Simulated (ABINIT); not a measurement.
Runs of ABINIT 10.8.3 (patched build) on SiC (Moissanite). The structure is hexagonal, space group P6_3mc (No. 186). Conventional cell: a = 3.076 Å, b = 3.076 Å, c = 5.048 Å, α = 90.00°, β = 90.00°, γ = 120.00°. Si (site symmetry 3m) has 4 C at 1.87 to 1.94 Å as nearest neighbours. C (site symmetry 3m) is surrounded by 4 Si at 1.87 to 1.94 Å. 

```tsv
task	level	potentials or basis	cell	k mesh	cutoff (eV)	smearing	most SCF steps	stop of the response cycle (tolvrs)	acoustic sum rule (asr)	cell freedom (optcell)	cutoff smearing ecutsm (Ha)	gap on the mesh (eV)	largest force (eV/Å)
single point	PBE	PseudoDojo NC SR PBE v0.4.1 standard	as given	8 × 8 × 4	844	fermi-dirac 0.05 eV	-	-	-	-	-	2.58	0.76
single point	PBE0	SG15 NC PBE v1.2	as given	8 × 8 × 4	816	fixed	60	-	-	-	-	4.20	0.77
dielectric tensor	PBE	PseudoDojo NC SR PBE v0.4.1 standard	as given	8 × 8 × 4, shifted	844	fixed	-	1e-08	2	-	-	-	0.76
relaxation of cell and atoms	BLYP+D3(BJ)	JTH PAW PBE v2.0	relaxed	10 × 10 × 5	517	fermi-dirac 0.05 eV	-	-	-	1	0.5	(a)	-
```

Alike in all rows: no spin polarisation.

Question: Estimate the missing entries.

Answer: (a) 2.75.

Caveats: the potentials were made for another functional, which shifts forces and pressure (some runs); the PAW data sets were made with another functional, which shifts forces and pressure a little (some runs); an odd mesh through Γ misses points on the zone boundary, where band edges often lie (some runs).
